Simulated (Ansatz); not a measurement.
This cell of ZrO₂ (baddeleyite type, space group P2_1/c) is off equilibrium:

```
CELL_PARAMETERS angstrom
      5.18987     0.00000     0.00000
      0.00000     5.24188     0.00000
     -0.90466     0.00000     5.30184
ATOMIC_POSITIONS crystal
  Zr 0.28653 0.04038 0.19816
  Zr 0.71347 0.54038 0.30184
  Zr 0.73501 0.95280 0.77812
  Zr 0.26499 0.45280 0.72188
  O  0.07074 0.33221 0.35104
  O  0.92926 0.83221 0.14896
  O  0.94081 0.67961 0.65095
  O  0.05919 0.17961 0.84905
  O  0.45752 0.77030 0.47804
  O  0.54248 0.27030 0.02196
  O  0.55552 0.25682 0.52701
  O  0.44448 0.75682 0.97299
```

Computed with PBE (plane waves to 420 eV, PAW, scalar-relativistic; Ansatz, a program for electronic structure). k mesh 5×5×5 (Γ-centred), Fermi-Dirac smearing 0.05 eV. Stress and pressure are positive under compression. ZrO2 is run without spin polarisation. ZrO2 was relaxed with its symmetry unable to fall.

What forces act on the atoms (eV/Å, Cartesian)?


```json
[
 {"atom": "Zr1", "Fx": "-1.151", "Fy": "0.242", "Fz": "1.023"},
 {"atom": "Zr2", "Fx": "1.151", "Fy": "0.242", "Fz": "-1.023"},
 {"atom": "Zr3", "Fx": "-1.213", "Fy": "0.445", "Fz": "1.221"},
 {"atom": "Zr4", "Fx": "1.213", "Fy": "0.445", "Fz": "-1.221"},
 {"atom": "O5", "Fx": "-0.145", "Fy": "-0.032", "Fz": "0.086"},
 {"atom": "O6", "Fx": "0.145", "Fy": "-0.032", "Fz": "-0.086"},
 {"atom": "O7", "Fx": "-0.002", "Fy": "-0.189", "Fz": "-0.133"},
 {"atom": "O8", "Fx": "0.002", "Fy": "-0.189", "Fz": "0.133"},
 {"atom": "O9", "Fx": "-0.115", "Fy": "-0.165", "Fz": "-0.116"},
 {"atom": "O10", "Fx": "0.115", "Fy": "-0.165", "Fz": "0.116"},
 {"atom": "O11", "Fx": "-0.107", "Fy": "-0.301", "Fz": "0.059"},
 {"atom": "O12", "Fx": "0.107", "Fy": "-0.301", "Fz": "-0.059"}
]
```

What is the stress tensor (GPa)?


```
    1.2      0.0      0.1
    0.0      2.4      0.0
    0.1      0.0      0.9
```
The pressure, a third of the trace, is 1.5 GPa.

(A displaced cell: forces are minus the slopes of the energy, force constants its curvatures, and phonons follow from these.)
